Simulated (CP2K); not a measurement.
HgTe (Coloradoite): equation of state with PBE

HgTe (Coloradoite):

```
Hg Te
1.0
     4.54599    0.00000    0.00000
     2.27299    3.93694    0.00000
     2.27299    1.31231    3.71178
Hg Te
1 1
Direct
  0.00000 0.00000 0.00000
  0.75000 0.75000 0.75000
```

```json
{"Program": "CP2K 2026.2", "Task": "equation of state", "Functional": "PBE", "Potentials or basis": "POTENTIAL_UZH Hg GTH-PBE-q12, Te GTH-PBE-q6; TZVP-MOLOPT-PBE-GTH basis", "Density cutoff": "6123 eV", "k mesh": "7 × 7 × 7", "Occupations": "fermi-dirac, width 0.05 eV", "Spin": "no spin polarisation"}
```

```yaml
Equilibrium_volume: "37.43 Å³/atom (rough: see the caveat)"
Bulk_modulus: 34 GPa (rough)
```

Energy against volume, from the lowest point:
```tsv
volume (Å³/atom)	energy (meV/atom)
31.223	142.62
31.887	105.19
32.551	74.04
33.215	48.50
33.880	27.99
34.544	11.98
35.208	0.00
```

All runs of the series together: 2.5 min on 1 thread of Arm Neoverse V1, with other jobs on the host.

Caveat: the minimum lies outside the volumes run; the basis of atomic orbitals isn't converged, which shifts pressures, moduli and gaps. The run has no spin-orbit coupling, so splittings on Hg, Te are missing.
